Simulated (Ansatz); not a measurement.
SiNi3:

```
Ni Si
1.0
     3.54200    0.00000    0.00000
     0.00000    3.54200    0.00000
     0.00000    0.00000    3.54200
Ni Si
3 1
Direct
  0.50000 0.50000 0.00000
  0.50000 0.00000 0.50000
  0.00000 0.50000 0.50000
  0.00000 0.00000 0.00000
```

| Item | Value |
| --- | --- |
| Program | Ansatz 0.2.0 |
| Task | relaxation of cell and atoms |
| Functional | PBE |
| Potentials or basis | Ansatz PAW |
| Cutoff | 420 eV (not typed: the program's choice for these potentials) |
| k mesh | 8 × 8 × 8 |
| Occupations | fermi-dirac, width 0.05 eV |
| Spin | collinear spin, ferromagnetic start |
| Starting moments | [1.0, 1.0, 1.0, 0.0] μB |

At the start: volume 11.11 Å³/atom.

Where does the relaxation end?

It ends after 5 steps and the volume is 10.78 Å³/atom (-3.0 %); space group Pm-3m (No. 221, to 0.05 Å); moment 0.00 μB per cell.

The path:
```csv
step,energy change (eV),largest force (eV/Å),volume (Å³)
1,0.0000,0.0000,44.44
2,-0.0206,0.0000,43.71
3,-0.0261,0.0000,43.07
4,-0.0261,0.0000,43.11
5,-0.0257,0.0000,43.11
```

Final structure:
```
Ni Si
1.0
     3.50636    0.00000    0.00000
     0.00000    3.50636    0.00000
     0.00000    0.00000    3.50636
Ni Si
3 1
Direct
  0.50000 0.50000 0.00000
  0.50000 0.00000 0.50000
  0.00000 0.50000 0.50000
  0.00000 0.00000 0.00000
```

Caveat: the plane-wave basis is chosen anew once the cell has moved, so the energies of steps on either side of that aren't comparable; the starting moments weren't kept.
